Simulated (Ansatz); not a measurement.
The system is Ir.

```xyz
2
Lattice="2.7514 0.0000 0.0000 -1.3757 2.3828 0.0000 0.0000 0.0000 4.4623" Properties=species:S:1:pos:R:3 pbc="T T T"
Ir    0.0000    1.5885    1.1156
Ir    1.3757    0.7943    3.3467
```

This isn't the form of Ir at room conditions, which is fcc.

* Program: Ansatz 0.2.0
* Task: single point
* Functional: PBEsol
* Potentials or basis: Ansatz PAW
* Cutoff: 420 eV (not typed: the program's choice for these potentials)
* k mesh: 11 × 11 × 6
* Occupations: fermi-dirac, width 0.05 eV
* Spin: no spin polarisation

On this cell: pressure -12.4 GPa; largest force under 0.003 eV/Å; band gap on the k mesh none (metal or under the smearing width).

The same run follows on a disturbed copy (atoms moved at random, drawn with an rms of 0.05 Å):

```
Ir
1.0
     2.75138    0.00000    0.00000
    -1.37569    2.38276    0.00000
     0.00000    0.00000    4.46229
Ir
2
Direct
  0.34445 0.66132 0.25713
  0.64903 0.34504 0.74650
```

Task: What does the disturbed cell give?

Result: The energy (extrapolated to zero smearing) moves by +19.9 meV/atom; pressure -11.4 GPa; largest force 0.746 eV/Å; band gap on the k mesh none (metal or under the smearing width).

Forces in eV/Å, atoms in the order of the input:
```
Ir  -0.482  0.199 -0.533
Ir   0.482 -0.199  0.533
```

Stress tensor (GPa, compression positive):
```
-11.28  -0.62   1.15
 -0.62 -11.94  -0.52
  1.15  -0.52 -11.08
```

Caveats: the PAW data sets come from PBE, with cores solved anew for the run's functional, which leaves a small shift of forces and pressure.
